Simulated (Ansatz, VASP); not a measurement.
# AlN in VASP and in Ansatz

```
Al N
1.0
     0.00000    2.02161    2.02161
     2.02161    0.00000    2.02161
     2.02161    2.02161    0.00000
Al N
1 1
Direct
  0.00000 0.00000 0.00000
  0.50000 0.50000 0.50000
```

Alike in both runs: task single point; functional PBE; k mesh 14 × 14 × 14; occupations gaussian, width 0.05 eV; no spin polarisation.

|  | VASP | Ansatz |
| --- | --- | --- |
| version | VASP 6.6.1 | Ansatz 0.2.0 |
| potentials or method | VASP PAW PBE potentials, release 64 (Al, N) | scalar-relativistic, plane waves, PAW |
| plane-wave cutoff (eV) | 520 | 420 |
| valence electrons in the cell | 8 | 8 |

Ansatz gave:

- gap on the k mesh at the Fermi level (eV): 4.63
- least direct gap on the mesh (eV): 5.67
- pressure (GPa): 5.3

Task: Which values does VASP return?

Result: gap on the k mesh at the Fermi level (eV): 4.61; least direct gap on the mesh (eV): 5.68; pressure (GPa): 5.0.

With one functional, cell and mesh, what is left measures potentials, basis and numerics.

A k mesh can miss the band edges. Expect the measured gap to be larger: semilocal functionals such as PBE lack the derivative discontinuity.
